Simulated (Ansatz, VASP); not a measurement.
**TiC: VASP beside Ansatz**

```
Ti C
1.0
     0.00000    2.15443    2.15443
     2.15443    0.00000    2.15443
     2.15443    2.15443    0.00000
Ti C
1 1
Direct
  0.00000 0.00000 0.00000
  0.50000 0.50000 0.50000
```

Alike in both runs: task relaxation of cell and atoms; functional PBE; k mesh 16 × 16 × 16; occupations fermi-dirac, width 0.08 eV; no spin polarisation.

|  | VASP | Ansatz |
| --- | --- | --- |
| version | VASP 6.6.1 | Ansatz 0.2.0 |
| potentials or method | VASP PAW PBE potentials, release 64 (Ti_sv, C) | PAW with Ansatz's default frozen-core files, scalar-relativistic |
| plane-wave cutoff (eV) | 600 | 420 |
| valence electrons in the cell | 16 | 16 |

|  | VASP | Ansatz | Ansatz less VASP |
| --- | --- | --- | --- |
| relaxed volume (Å³/atom) | 10.18 | 10.17 | -0.008 |
| relaxed cell length with the largest relative difference (Å) | 3.065 | 3.064 | -0.0008 |
| energy change over the relaxation (meV/atom) | -2 | -2 | +0.1 |
